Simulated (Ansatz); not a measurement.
Co:

```
Co
1.0
     2.48736    0.00000    0.00000
    -1.24368    2.15412    0.00000
     0.00000    0.00000    4.06329
Co
2
Direct
  0.33333 0.66667 0.74014
  0.66667 0.33333 0.25986
```

Base run:

| Quantity | Value |
| --- | --- |
| Program | Ansatz 0.2.0 |
| Functional | PBE |
| Potentials or basis | Ansatz PAW |
| Cutoff | 420 eV (not typed: the program's choice for these potentials) |
| k mesh | 12 × 12 × 7 |
| Occupations | fermi-dirac, width 0.05 eV |
| Spin | no spin polarisation |

Its results: band gap on the k mesh none (metal or under the smearing width); pressure -10.9 GPa; largest force 0.603 eV/Å.

The run is repeated on the same cell with these changes: spin from no spin polarisation to collinear spin, random start. What comes out?

Band gap on the k mesh none (metal or under the smearing width); pressure 0.8 GPa; net moment -3.27 μB per cell; site moments Co -1.71 μB; largest force 0.493 eV/Å.

Caveats: the starting moments weren't kept (some runs).
